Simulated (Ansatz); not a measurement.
## RbBr, one cell by several methods

```
Rb Br
1.0
     0.00000    3.45595    3.45595
     3.45595    0.00000    3.45595
     3.45595    3.45595    0.00000
Rb Br
1 1
Direct
  0.00000 0.00000 0.00000
  0.50000 0.50000 0.50000
```

Atom numbers follow the list: Rb1, Br2.

Conventional cell: a = 6.912 Å, b = 6.912 Å, c = 6.912 Å, α = 90.00°, β = 90.00°, γ = 90.00°. Around Rb (atom 1) lie 6 Br at 3.46 Å. Br (atom 2) is surrounded by 6 Rb at 3.46 Å.

Structure from Materials Project entry mp-22867 (possibly hypothetical), not relaxed further.

All numbers are computed: DFT, LDA, PAW with Ansatz's default frozen-core files, scalar-relativistic (Ansatz 0.2.0); DFT, LDA, all-electron PAW with datasets made for the crystal, scalar-relativistic (Ansatz 0.2.0); DFT, LDA, all-electron LAPW, scalar-relativistic (Ansatz 0.2.0).

For PAW: a Γ-centred 6×6×6 k mesh, Fermi–Dirac smearing of 0.03 eV, cutoff 420 eV, no spin polarisation; the PAW files were made with PBE, and the program remakes their frozen cores for this functional. The crystal-made all-electron datasets (AE datasets) take a cutoff of 200 eV at this cell. LAPW targets a basis error of 1 meV/atom. The Ansatz runs share mesh, smearing and spin set-up. Plane-wave (PAW) pressures include the program's estimate of the Pulay term.

Stress and pressure are positive in compression.

Levels count from the top of the valence band.

```csv
quantity,PAW,AE datasets,LAPW
pressure (GPa),-1.50,-1.51,-1.50
band gap (eV),3.891,3.891,3.891
highest filled level at Γ (eV),0.000,0.000,0.000
lowest empty level at Γ (eV),3.891,3.891,3.891
highest filled level at L (eV),-0.349,-0.349,-0.349
lowest empty level at L (eV),6.399,6.400,6.400
highest filled level at K (eV),-0.264,-0.264,-0.264
lowest empty level at K (eV),6.044,6.044,6.045
```

PAW's pressure differs from the LAPW value by about 0.01 GPa or less.
